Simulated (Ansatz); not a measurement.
The system is SiNi3.

```
Ni Si
1.0
     1.29280    0.74640    7.66199
    -1.29280    0.74640    7.66199
     0.00000   -1.49280    7.66199
Ni Si
3 1
Cartesian
  0.0000 0.0000 5.8553
  0.0000 0.0000 11.4930
  0.0000 0.0000 17.1307
  0.0000 0.0000 0.0000
```

The cell comes from a database or a generator and needn't be the stable form of this composition.

Base run:

| Item | Value |
| --- | --- |
| Program | Ansatz 0.2.0 |
| Functional | PBEsol |
| Potentials or basis | all-electron LAPW, scalar-relativistic |
| Cutoff | 280 eV (chosen from the basis error) |
| Basis error allowed | 0.002 eV/atom |
| k mesh | 12 × 12 × 12 |
| Occupations | fermi-dirac, width 0.05 eV |
| Spin | collinear spin, ferromagnetic start |
| Starting moments | [1.0, 1.0, 1.0, 0.0] μB |
| Hubbard terms | Ni d U = 8 eV |

Its results: band gap on the k mesh none (metal or under the smearing width); pressure 0.2 GPa; net moment 1.36 μB per cell; site moments Ni +0.09, +1.27; Si -0.02 μB; largest force 0.264 eV/Å.

Problem. The run is repeated on the same cell with these changes: hubbard terms from Ni d U = 8 eV to Ni d U = 4 eV. What comes out?

Solution. Band gap on the k mesh none (metal or under the smearing width); pressure -0.9 GPa; net moment 1.14 μB per cell; site moments Ni +0.11, +0.93; Si +0.00 μB; largest force 0.253 eV/Å.

Caveats: the magnetic state may not be the lowest; U is the effective U less J, on atomic orbitals that reach past the spheres; the U is typed as a test and isn't derived for this compound.
